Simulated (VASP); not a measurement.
From an Ansatz input to VASP: ZnS (strained zincblende)

Ansatz input

```yaml
crystal:
  lattice:
    - [0.0, 2.6940858315, 2.5863223983]
    - [2.6940858315, 0.0, 2.5863223983]
    - [2.6940858315, 2.6940858315, 0.0]
  atoms:
    - { symbol: Zn, position: [0.0, 0.0, 0.0] }
    - { symbol: S, position: [0.25, 0.25, 0.25] }
kpoints:
  mp_grid: { grid: [8, 8, 8] }
  band_path:
    path:
      - [0.0, 0.0, 0.0]
      - [-0.5, -0.5, 0.0]
      - [-0.375, -0.375, 0.25]
      - [-0.375, 0.0, 0.375]
      - [0.0, 0.0, 0.5]
      - [-0.5, -0.25, 0.25]
    npoints: 1
hamiltonian:
  xc: r2scan
scf:
  occupations: { method: fixed }
  n_extra_bands: 4
output:
  forces: true
  stress: true
  eigenvalues: true
```

**Question.** Translate this input to VASP.

**Answer.** 

INCAR

```
SIGMA = 0.01
ISMEAR = 0
NELM = 120
NSW = 0
LASPH = .TRUE.
LREAL = .FALSE.
PREC = Accurate
LCHARG = .FALSE.
LWAVE = .FALSE.
EDIFF = 1E-7
METAGGA = R2SCAN
ISIF = 2
ENCUT = 520
IBRION = -1
ALGO = Normal
NBANDS = 16
```

KPOINTS

```
KPOINTS created by Atomic Simulation Environment
0
Gamma
8 8 8
0 0 0
```

KPOINTS_OPT

```
special points
6
Reciprocal
0.0000000000 0.0000000000 0.0000000000 1
-0.5000000000 -0.5000000000 0.0000000000 1
-0.3750000000 -0.3750000000 0.2500000000 1
-0.3750000000 0.0000000000 0.3750000000 1
0.0000000000 0.0000000000 0.5000000000 1
-0.5000000000 -0.2500000000 0.2500000000 1
```

POSCAR

```
Zn S
 1.0000000000000000
     0.0000000000000000    2.6940858314999998    2.5863223983000001
     2.6940858314999998    0.0000000000000000    2.5863223983000001
     2.6940858314999998    2.6940858314999998    0.0000000000000000
 Zn  S
   1   1
Cartesian
  0.0000000000000000  0.0000000000000000  0.0000000000000000
  1.3470429157499997  1.3470429157499997  1.2931611991500001
```

VASP ran with the recommended PBE PAW datasets (18 valence electrons in the cell). Other inputs would serve too.

```csv
,Ansatz,VASP
gap between bands v and c,2.80 eV,2.81 eV
least direct gap,2.80 eV,2.81 eV
pressure,3.5 GPa,3.6 GPa
```

The two codes use different PAW datasets and cutoffs. VASP's cell holds 18 valence electrons and Ansatz's 18. Ansatz's stress includes a Pulay correction; VASP's doesn't.
